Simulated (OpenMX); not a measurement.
**ZrB2 in OpenMX: the effect of volume scale**

The system is ZrB2.

```xyz
3
Lattice="3.0378 0.0000 0.0000 -1.5189 2.6308 0.0000 0.0000 0.0000 3.3856" Properties=species:S:1:pos:R:3 pbc="T T T"
Zr    0.0000    0.0000    0.0000
B     1.5189    0.8769    1.6928
B     0.0000    1.7539    1.6928
```

Alike in all runs:

* Program: OpenMX 3.8.5
* Task: band structure
* Functional: PBE
* Potentials or basis: OpenMX 2013 PBE set, Zr7.0-s3p2d2, B7.0-s2p2d1, grid cutoff 400 Ry
* k mesh: 7 × 7 × 7
* Occupations: fermi-dirac, width 0.05 eV
* Spin: no spin polarisation

Problem. One run gave: pressure -6.9 GPa. Which volume scale did it use?
A. 1.08
B. 1.04
C. 0.96
D. 0.92
E. 0.88

Solution. B.

```tsv
volume scale	pressure (GPa)
0.88	41.9
0.92	25.9
0.96	12.8
1	2.0
1.04	-6.9
1.08	-14.3
```

Caveats: the basis of atomic orbitals isn't converged, which shifts pressures, moduli and gaps.
